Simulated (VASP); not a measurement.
Wanted: the native input for a VASP 6.6.1 run.

| Quantity | Value |
| --- | --- |
| Task | single point |
| Functional | PBE |
| Potentials or basis | VASP PAW PBE potentials, release 64 (Zn, Cu, Sn_d, S) |
| Cutoff | 520 eV |
| k mesh | 4 × 4 × 4 |
| Occupations | fermi-dirac, width 0.1 eV |
| Spin | no spin polarisation |
| Dipole correction | no |
| Further INCAR settings | ALGO = Fast; EDIFF = 1e-06; NBANDS = 46 |

The structure of ZnCu2SnS4 lies in POSCAR:

```
ZnCu2SnS4
1.0
   -2.7171000000      2.7171000000      5.4248000000
    2.7171000000     -2.7171000000      5.4248000000
    2.7171000000      2.7171000000     -5.4248000000
Zn Cu Sn S
1 2 1 4
Direct
    0.2500000000      0.7500000000      0.5000000000
    0.0000000000      0.0000000000      0.0000000000
    0.7500000000      0.2500000000      0.5000000000
    0.5000000000      0.5000000000      0.0000000000
    0.3716100000      0.8844100000      0.9996000000
    0.1155900000      0.1151900000      0.4872000000
    0.8848100000      0.3720100000      0.0004000000
    0.6279900000      0.6283900000      0.5128000000
```

These files were run (other wordings do the same):

INCAR

```
PREC = Accurate
ENCUT = 520
EDIFF = 1E-6
ISMEAR = -1
SIGMA = 0.1
LREAL = F
LASPH = T
NELM = 100
ALGO = Fast
ISIF = 2
LWAVE = F
LCHARG = F
GGA = PE
NBANDS = 46
```

KPOINTS

```
regular mesh
0
Gamma
  4 4 4
```

Potentials or basis: VASP PAW PBE potentials, release 64 (Zn, Cu, Sn_d, S).

The run is started by

```sh
$ cat potpaw_PBE.64/Zn/POTCAR potpaw_PBE.64/Cu/POTCAR potpaw_PBE.64/Sn_d/POTCAR potpaw_PBE.64/S/POTCAR > POTCAR
$ mpirun -np 1 vasp_std > vasp.out
```

It gave:

```
Pressure               : 2.2 GPa
Largest force          : 0.580 eV/Å
Band gap on the k mesh : 0.32 eV, direct
```

Caveat: spin-orbit coupling is left out, which moves the levels of the heavy elements.

It took 3.4 min on 1 thread of Intel(R) Xeon(R) Platinum 8488C (Sapphire Rapids), with other jobs on the host, peak memory 0.41 GiB.
